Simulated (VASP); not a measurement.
# TiO2 (Pbcn) in VASP: a series of runs, part 3 of 3

VASP 6.6.1. The steps go on from the part before.

### Step 6. Single point, r2SCAN

Contents of INCAR:

```
SYSTEM = TiO2
PREC = Accurate ; ENCUT = 520
EDIFF = 1E-7 ; ISMEAR = 0
SIGMA = 0.02 ; LREAL = .FALSE.
LASPH = .TRUE. ; NELM = 60
ALGO = Normal ; ISIF = 2
LWAVE = .FALSE. ; LCHARG = .TRUE.
METAGGA = R2SCAN ; LMIXTAU = .TRUE.
LELF = .TRUE. ; LVHAR = .TRUE.
```

Contents of KPOINTS:

```
regular mesh
0
G
  6 4 4
  0 0 0
```

Contents of POSCAR:

```
TiO2
1.0
    4.5403500000      0.0000000000      0.0000000000
    0.0000000000      5.4956700000      0.0000000000
    0.0000000000      0.0000000000      4.8838300000
Ti O
4 8
Direct
    0.5000000000      0.6745500000      0.7500000000
    0.0000000000      0.8254500000      0.2500000000
    0.5000000000      0.3254500000      0.2500000000
    0.0000000000      0.1745500000      0.7500000000
    0.7282100000      0.6181400000      0.0813500000
    0.2282100000      0.8818600000      0.9186500000
    0.7717900000      0.8818600000      0.5813500000
    0.2717900000      0.6181400000      0.4186500000
    0.7282100000      0.3818600000      0.5813500000
    0.2282100000      0.1181400000      0.4186500000
    0.7717900000      0.1181400000      0.0813500000
    0.2717900000      0.3818600000      0.9186500000
```

Potentials or basis: VASP PAW PBE potentials, release 64 (Ti_sv, O).

The run is started by

```
> cat potpaw_PBE.64/Ti_sv/POTCAR potpaw_PBE.64/O/POTCAR > POTCAR
> mpirun -np 1 vasp_std > vasp.out
```

OUTCAR:

```text
SYSTEM = TiO2
   PREC = Accurate
   ENCUT = 520
   EDIFF = 1E-7
   ISMEAR = 0
   LREAL = .FALSE.
   LASPH = .TRUE.
   NELM = 60
   ISIF = 2
   METAGGA = R2SCAN

 ion  position               nearest neighbor table
   1  0.500  0.675  0.750-   6 1.87   7 1.87   5 1.95   8 1.95   9 2.08  12 2.08
   2  0.000  0.825  0.250-   5 1.87   8 1.87   7 1.95   6 1.95  10 2.08  11 2.08
   3  0.500  0.325  0.250-  10 1.87  11 1.87   9 1.95  12 1.95   5 2.08   8 2.08
   4  0.000  0.175  0.750-   9 1.87  12 1.87  11 1.95  10 1.95   6 2.08   7 2.08
   5  0.728  0.618  0.081-   2 1.87   1 1.95   3 2.08
   6  0.228  0.882  0.919-   1 1.87   2 1.95   4 2.08
   7  0.772  0.882  0.581-   1 1.87   2 1.95   4 2.08
   8  0.272  0.618  0.419-   2 1.87   1 1.95   3 2.08
   9  0.728  0.382  0.581-   4 1.87   3 1.95   1 2.08
  10  0.228  0.118  0.419-   3 1.87   4 1.95   2 2.08
  11  0.772  0.118  0.081-   3 1.87   4 1.95   2 2.08
  12  0.272  0.382  0.919-   4 1.87   3 1.95   1 2.08

  LATTYP: Found a simple orthorhombic cell.
 ALAT       =     4.5403500000
 B/A-ratio  =     1.0756505556
 C/A-ratio  =     1.2104066867

  Lattice vectors:

 A1 = (  -4.5403500000,   0.0000000000,   0.0000000000)
 A2 = (   0.0000000000,   0.0000000000,   4.8838300000)
 A3 = (   0.0000000000,   5.4956700000,   0.0000000000)

Analysis of symmetry for initial positions (statically):
=====================================================================
 Subroutine PRICEL returns:
 Original cell was already a primitive cell.

 Routine SETGRP: Setting up the symmetry group for a
 simple orthorhombic supercell.

 Subroutine GETGRP returns: Found  8 space group operations
 (whereof  2 operations were pure point group operations)
 out of a pool of  8 trial point group operations.

The static configuration has the point symmetry S_2 .
 The point group associated with its full space group is D_2h.

Analysis of symmetry for dynamics (positions and initial velocities):
=====================================================================
 Subroutine PRICEL returns:
 Original cell was already a primitive cell.

 Routine SETGRP: Setting up the symmetry group for a
 simple orthorhombic supercell.

 Subroutine GETGRP returns: Found  8 space group operations
 (whereof  2 operations were pure point group operations)
 out of a pool of  8 trial point group operations.

The dynamic configuration has the point symmetry S_2 .
 The point group associated with its full space group is D_2h.

 Subroutine INISYM returns: Found  8 space group operations
 (whereof  2 operations are pure point group operations),
 and found     1 'primitive' translations

----------------------------------------------------------------------------------------

                                     Primitive cell

  volume of cell :     121.8626

  direct lattice vectors                    reciprocal lattice vectors
[... 86 lines left out ...]
  0.333333  0.500000  0.250000      4.000000
  0.500000  0.500000  0.250000      2.000000
 [... further k-points ...]
   k-points           NKPTS =     36   k-points in BZ     NKDIM =     36   number of bands    NBANDS=     57
   number of dos      NEDOS =    301   number of ions     NIONS =     12
   total plane-waves  NPLWV =  54432
   dimension x,y,z NGX =    36 NGY =   42 NGZ =   36
   dimension x,y,z NGXF=    72 NGYF=   84 NGZF=   72
   ions per type =               4   8
   NGX,Y,Z   is equivalent  to a cutoff of  13.18, 12.71, 12.25 a.u.
   NGXF,Y,Z  is equivalent  to a cutoff of  26.36, 25.41, 24.51 a.u.
 SYSTEM =  TiO2
   PREC   = accura    normal or accurate (medium, high low for compatibility)
   ISTART =      0    job   : 0-new  1-cont  2-samecut
   ICHARG =      2    charge: 1-file 2-atom 10-const
   ISPIN  =      1    spin polarized calculation?
   LNONCOLLINEAR =      F non collinear calculations
   LSORBIT =      F    spin-orbit coupling
   LASPH  =      T    aspherical Exc in radial PAW
   ENCUT  =  520.0 eV  38.22 Ry    6.18 a.u.   8.44 10.22  9.08*2*pi/ulx,y,z
   NELM   =     60;   NELMIN=  2; NELMDL= -5     # of ELM steps
   EDIFF  = 0.1E-06   stopping-criterion for ELM
   LREAL  =      F    real-space projection
   EDIFFG = 0.1E-05   stopping-criterion for IOM
   NSW    =      0    number of steps for IOM
   IBRION =     -1    ionic relax: 0-MD 1-quasi-New 2-CG
   NFREE  =      0    steps in history (QN), initial steepest desc. (CG)
   ISIF   =      2    stress and relaxation
   ISYM   =      2    0-nonsym 1-usesym 2-fastsym
   POTIM  = 0.5000    time-step for ionic-motion
   TEBEG  =    0.0;   TEEND  =   0.0 temperature during run
   PSTRESS=    0.0 pullay stress
   NELECT =      96.0000    total number of electrons
   NUPDOWN=      -1.0000    fix difference up-down
   EMIN   =  10.00;   EMAX   =-10.00  energy-range for DOS
   EFERMI =   0.00;   METHOD = LEGACY
   ISMEAR =     0;   SIGMA  =   0.02  broadening in eV -4-tet -1-fermi 0-gaus
   EFERMI_NEDOS =   21; number of points for ismear=-14 and -15
   IALGO  =     38    algorithm
   IMIX   =      4    mixing-type and parameters
     AMIX     =   0.40;   BMIX     =  1.00
     AMIX_MAG =   1.60;   BMIX_MAG =  1.00
  volume/ion in A,a.u.               =      10.16        68.53
  Fermi-wavevector in a.u.,A,eV,Ry     =   1.511965  2.857200 31.103437  2.286038
  Thomas-Fermi vector in A             =   2.621952
   LORBIT       =      0    0 simple, 1 ext, 2 COOP (PROOUT), +10 PAW based schemes
   METAGGA = R2SCAN    functional components
   LHFCALC =     F    Hartree Fock is set to
   AEXX    =    0.0000 exact exchange contribution
   IVDW    =     0    specifies the selected vdW correction
   LEPSILON=     F    determine dielectric tensor
   LRPA    =     F    only Hartree local field effects (RPA)
 non-spin polarized calculation
 Gauss-broadening in eV      SIGMA  =   0.02
  energy-cutoff  :      520.00
  volume of cell :      121.86
 maximum number of plane-waves:      3306
 NGX is ok and might be reduce to    36
   NGX = 17   NGY = 21   NGZ = 19

 number of electron      96.0000009 magnetization

 Free energy of the ion-electron system (eV)
  ---------------------------------------------------
  ext. energy  EPLUGINS =         0.00000000
  ---------------------------------------------------
  free energy    TOTEN  =      -139.62058359 eV

  energy without entropy =     -139.62058359  energy(sigma->0) =     -139.62058359

 E-fermi :   4.5857     XC(G=0): -12.3277

 val. band max:        4.4028279198   @ k =   0.0000   0.0000   0.0000
 cond. band min:       7.4734219782   @ k =   0.0000   0.0000   0.5000
 fundamental gap:      3.0705940585
 Fermi energy:         4.5856612777

 k-point     1 :       0.0000    0.0000    0.0000
  band No.  band energies     occupation
      1     -54.1732      2.00000
      2     -54.1488      2.00000
      3     -54.1418      2.00000
      4     -54.1353      2.00000
      5     -29.5855      2.00000
      6     -29.4968      2.00000
[... 1429 lines left out ...]
     56       8.6301      0.00000
     57       8.7478      0.00000

 [... further k-points ...]

------------------------ aborting loop because EDIFF is reached ----------------------------------------

  FORCE on cell =-STRESS in cart. coord.  units (eV):
  Direction    XX          YY          ZZ          XY          YZ          ZX
  --------------------------------------------------------------------------------------
  -------------------------------------------------------------------------------------
  Total        2.1033831      1.9868134      2.4840034      0.0000000      0.0000000      0.0000000
  in kB       27.6540311     26.1214424     32.6582006      0.0000000      0.0000000      0.0000000
  external PRESSURE =      28.8112247 kB  Pullay stress =       0.0000000 kB

 VOLUME and BASIS-vectors are now :
 -----------------------------------------------------------------------------
  energy-cutoff  :      520.00
  volume of cell :      121.86
      direct lattice vectors                 reciprocal lattice vectors
     4.540350000  0.000000000  0.000000000     0.220247338  0.000000000  0.000000000
     0.000000000  5.495670000  0.000000000     0.000000000  0.181961435  0.000000000
     0.000000000  0.000000000  4.883830000     0.000000000  0.000000000  0.204757332

 POSITION                                       TOTAL-FORCE (eV/Angst)
 -----------------------------------------------------------------------------------
      2.27018      3.70710      3.66287        -0.000000     -0.061564     -0.000000
      0.00000      4.53640      1.22096        -0.000000      0.061564     -0.000000
      2.27018      1.78857      1.22096        -0.000000      0.061564     -0.000000
      0.00000      0.95927      3.66287        -0.000000     -0.061564     -0.000000
      3.30633      3.39709      0.39730         0.011424     -0.061082     -0.006528
      1.03615      4.84641      4.48653         0.011424      0.061082      0.006528
      3.50420      4.84641      2.83921        -0.011424      0.061082     -0.006528
      1.23402      3.39709      2.04462        -0.011424     -0.061082      0.006528
      3.30633      2.09858      2.83921         0.011424      0.061082     -0.006528
      1.03615      0.64926      2.04462         0.011424     -0.061082      0.006528
      3.50420      0.64926      0.39730        -0.011424     -0.061082     -0.006528
      1.23402      2.09858      4.48653        -0.011424      0.061082      0.006528
 -----------------------------------------------------------------------------------
    total drift:                               -0.000000      0.000000     -0.000000

  FREE ENERGIE OF THE ION-ELECTRON SYSTEM (eV)
  ---------------------------------------------------
  free  energy   TOTEN  =      -139.6205835894 eV

  energy  without entropy=     -139.6205835894  energy(sigma->0) =     -139.62058359
```

Wall time 7.4 min (1 thread of Intel Xeon 6975P-C (Granite Rapids), shared host); peak memory 0.35 GiB.

What came out:

* Free energy: -139.6206 eV
* Pressure: 2.9 GPa
* Largest force: 0.062 eV/Å
* Band gap on the k mesh: 3.07 eV, indirect (least direct gap 3.10 eV)

Forces on the atoms (eV/Å):
```
Ti   0.000 -0.062  0.000
Ti   0.000  0.062  0.000
Ti   0.000  0.062  0.000
Ti   0.000 -0.062  0.000
O    0.011 -0.061 -0.007
O    0.011  0.061  0.007
O   -0.011  0.061 -0.007
O   -0.011 -0.061  0.007
O    0.011  0.061 -0.007
O    0.011 -0.061  0.007
O   -0.011 -0.061 -0.007
O   -0.011  0.061  0.007
```

Levels at points of the mesh, in eV from the valence-band top:
```
           k point  band 45  band 46  band 47  band 48  band 49  band 50  band 51  band 52
(0.00, 0.00, 0.00)    -0.52    -0.43    -0.01     0.00     3.10     3.13     3.25     3.29
(0.50, 0.00, 0.00)    -0.49    -0.49    -0.25    -0.25     3.56     3.56     3.71     3.71
(0.00, 0.50, 0.00)    -1.23    -1.23    -0.14    -0.14     3.24     3.24     3.66     3.66
(0.50, 0.50, 0.00)    -0.54    -0.54    -0.36    -0.36     3.42     3.42     3.44     3.44
(0.00, 0.00, 0.50)    -0.42    -0.42    -0.29    -0.29     3.07     3.07     3.50     3.50
(0.50, 0.00, 0.50)    -0.51    -0.51    -0.51    -0.51     3.42     3.42     3.42     3.42
(0.00, 0.50, 0.50)    -0.44    -0.44    -0.44    -0.44     3.36     3.36     3.36     3.36
(0.50, 0.50, 0.50)    -0.83    -0.83    -0.83    -0.83     3.45     3.45     3.45     3.45
```

Caveat: the PAW data sets were made with another functional, which shifts forces and pressure a little. A k mesh can miss the band edges.

### Step 7. The runs side by side

| level | potentials or basis | k mesh | cutoff (eV) | smearing | gap on the mesh (eV) | pressure (GPa) | largest force (eV/Å) |
| --- | --- | --- | --- | --- | --- | --- | --- |
| PBEsol | VASP PAW PBE potentials, release 64 (Ti_sv, O) | 6 × 4 × 4 | 700 | gaussian 0.02 eV | 2.62 | 0.0 | 0.01 |
| PBEsol | VASP PAW PBE potentials, release 64 (Ti_sv, O) | 8 × 6 × 6 | 520 | gaussian 0.02 eV | 2.62 | 0.2 | 0.01 |
| PBEsol | VASP PAW PBE potentials, release 64 (Ti_sv, O) | 6 × 4 × 4 | 520 | gaussian 0.5 eV | 2.62 | 0.3 | 0.01 |
| PBEsol | VASP PAW PBE potentials, release 64 (Ti_sv, O_h) | 6 × 4 × 4 | 900 | gaussian 0.02 eV | 2.63 | -0.4 | 0.01 |
| r2SCAN | VASP PAW PBE potentials, release 64 (Ti_sv, O) | 6 × 4 × 4 | 520 | gaussian 0.02 eV | 3.07 | 2.9 | 0.06 |

Alike in all rows: task single point; no spin polarisation; cell as given.

Caveats: the PAW data sets were made with another functional, which shifts forces and pressure a little; the cutoff is under 1.25 times the usual one of these potentials, so pressure, stress and relaxed cells hold a basis-set (Pulay) error (some runs).

Absolute energies hang on the potentials; compare differences alone.
